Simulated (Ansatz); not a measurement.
# ZrSe2: band structure with PBE

**Measured values to compare with.**

From “Stress-Tuned Optical Transitions in Layered 1T-MX2 (M= Hf, Zr, Sn; X= S, Se) Crystals”, 2022, arxiv:2210.12074, for a bulk crystal of ZrSe2: band gap 1.2 eV (indirect).

ZrSe2:

```xyz
3
Lattice="3.7980 0.0000 0.0000 -1.8990 3.2892 0.0000 0.0000 0.0000 6.1920" Properties=species:S:1:pos:R:3 pbc="T T T"
Zr    0.0000    0.0000    0.0000
Se    1.8990    1.0964    4.6440
Se    0.0000    2.1928    1.5480
```

- Program: Ansatz 0.2.0
- Task: band structure
- Functional: PBE
- Potentials or basis: all-electron LAPW, scalar-relativistic
- Cutoff: 216 eV (chosen from the basis error)
- Basis error allowed: 0.002 eV/atom
- k mesh: 8 × 8 × 5
- Occupations: fermi-dirac, width 0.05 eV
- Spin: no spin polarisation

The pressure is 1.9 GPa, the largest force is 0.284 eV/Å and the band gap on the k mesh is 0.41 eV, indirect (least direct gap 1.06 eV). The band gap along the path is 0.37 eV, indirect (least direct gap 1.06 eV).

Forces on the atoms (eV/Å):
```
Zr   0.000  0.000  0.000
Se   0.000  0.000 -0.284
Se   0.000  0.000  0.284
```

Stress tensor (GPa, compression positive):
```
1.37 0.00 0.00
0.00 1.37 0.00
0.00 0.00 3.09
```

Levels at the corners of the path, in eV from the valence-band top:
```
point  band 34  band 35  band 36  band 37  band 38  band 39  band 40  band 41  band 42  band 43
    Γ    -2.73    -2.73    -0.06    -0.06     0.00     1.05     1.05     1.58     4.33     4.33
    M    -2.94    -2.67    -2.51    -2.14    -1.37     0.57     2.51     2.85     4.85     5.06
    K    -3.55    -3.55    -2.32    -2.32    -1.75     1.69     2.60     2.60     4.08     4.08
    Γ    -2.73    -2.73    -0.06    -0.06     0.00     1.05     1.05     1.58     4.33     4.33
    A    -2.68    -2.68    -2.05    -0.22    -0.22     1.02     1.02     1.96     4.73     4.73
    L    -3.59    -2.68    -2.52    -1.06    -0.98     0.37     2.51     2.84     4.49     5.00
    H    -3.72    -3.36    -2.36    -2.01    -2.01     1.76     2.21     2.21     4.87     4.87
    A    -2.68    -2.68    -2.05    -0.22    -0.22     1.02     1.02     1.96     4.73     4.73
```

It took 6.2 s on 2 threads of AMD EPYC 9R45 96-Core Processor (Zen 5) (shared host), peak memory 0.44 GiB.

Against the measured gap of ZrSe2, 1.2 eV (indirect; quoted in “Stress-Tuned Optical Transitions in Layered 1T-MX2 (M= Hf, Zr, Sn; X= S, Se) Crystals”, 2022, arxiv:2210.12074), the calculated 0.37 eV is off by -0.83 eV. Spin-orbit coupling on Se, Zr is left out. The value is that of PBE, without temperature or zero-point motion. Semilocal functionals fall short of measured gaps as a rule.

Caveat: this functional lacks dispersion, which binds the layers, so the pressure and a relaxed spacing across them are unreliable.
